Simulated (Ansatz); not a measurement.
Reactions of CH5BGeO2 (`[BH2][GeH]1[O]C[O]1`).

Calculated with Ansatz (gas phase, PBE0-D4/def2-TZVP geometries, no zero-point term in ΔE). CBS: MP2 limit from def2 TZ/QZ plus the TZ coupled-cluster correction, frozen cores. This one scheme is used for every species. Functionals use def2-TZVPP. For Ge outer-core shells are correlated without core-valence functions, which leaves a few kJ/mol of doubt a bond. Scalar relativity is left out up to krypton. Each species was taken in one conformer, which may not be the lowest.

```csv
reaction,ωB97M-V (kJ/mol),MP2/CBS(def2) (kJ/mol),r2SCAN-D4 (kJ/mol),HF/CBS(def2) (kJ/mol)
`[BH2][GeH]1[O]C[O]1` + `[SiH3]N[SiH2]Cl` → `BN([SiH3])[SiH2]Cl` + `C1[O][GeH2][O]1`,-133,-134,-129,-125
`[BH2][GeH]1[O]C[O]1` + `CSC=N` → `BN=CSC` + `C1[O][GeH2][O]1`,-131,-130,-140,-116
`[BH2][GeH]1[O]C[O]1` + `[NH2][GeH3]` → `B[NH][GeH3]` + `C1[O][GeH2][O]1`,-161,-160,-158,-157
`[BH2][GeH]1[O]C[O]1` + `BNCC=C` → `BN(B)CC=C` + `C1[O][GeH2][O]1`,-111,-114,-106,-109
`[BH2][GeH]1[O]C[O]1` + `OCCO` → `BOCCO` + `C1[O][GeH2][O]1`,-153,-152,-150,-159
`[BH2][GeH]1[O]C[O]1` + `NCS` → `BSCN` + `C1[O][GeH2][O]1`,-119,-121,-123,-107
```

Q: Give the CCSD(T)/CBS values in the same order. (Best estimate.)

A: The calculation gave: -129, -124, -156, -107, -148, -115 kJ/mol.

Largest T1 diagnostic: 0.015, for `BN=CSC`.
